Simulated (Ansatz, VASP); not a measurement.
**One calculation of Pb, two programs**

Contents of INCAR:

```
SYSTEM = Pb
PREC = Accurate
ENCUT = 520
EDIFF = 1E-7
ISMEAR = -1
SIGMA = 0.08
LREAL = .False.
LASPH = .True.
NELM = 100
ALGO = Normal
ISIF = 2
LWAVE = .False.
LCHARG = .False.
GGA = CA
NBANDS = 21
```

File KPOINTS:

```
Automatic mesh
0
Gamma
  10 10 10
  0 0 0
```

POSCAR

```
Pb
1.0
    0.0000000000      3.2943653707      3.2943653707
    3.2943653707      0.0000000000      3.2943653707
    3.2943653707      3.2943653707      0.0000000000
Pb
2
Direct
   -0.1250000000     -0.1250000000     -0.1250000000
    0.1250000000      0.1250000000      0.1250000000
```

Input for Ansatz:

```yaml
crystal:
  lattice:
    - [0.0, 3.2943653707, 3.2943653707]
    - [3.2943653707, 0.0, 3.2943653707]
    - [3.2943653707, 3.2943653707, 0.0]
  atoms:
    - { symbol: Pb, position: [-0.125, -0.125, -0.125] }
    - { symbol: Pb, position: [0.125, 0.125, 0.125] }
kpoints:
  mp_grid: { grid: [10, 10, 10] }
scf:
  occupations: { method: fermi_dirac, width: 0.08 }
hamiltonian:
  xc: lda
  pseudopotentials: { kind: paw }
output:
  forces: true
  stress: true
  eigenvalues: true
  populations: true
  write_density: true
  write_potential: true
  elf: true
  volumetric_format: npy
```

Change from the starting cell: volume scaled by 0.9, PAW files.

Alike in both runs: task single point; functional LDA; k mesh 10 × 10 × 10; occupations fermi-dirac, width 0.08 eV; no spin polarisation.

|  | VASP | Ansatz |
| --- | --- | --- |
| version | VASP 6.6.1 | Ansatz 0.2.0 |
| potentials or method | VASP PAW LDA potentials, release 64 (Pb_d) | PAW with Ansatz's default frozen-core files, scalar-relativistic |
| plane-wave cutoff (eV) | 520 | 420 |
| valence electrons in the cell | 28 | 28 |

|  | VASP | Ansatz | Ansatz less VASP |
| --- | --- | --- | --- |
| pressure (GPa) | 4.7 | 4.6 | -0.08 |

Spin-orbit coupling is left out, which matters for the levels of Pb.
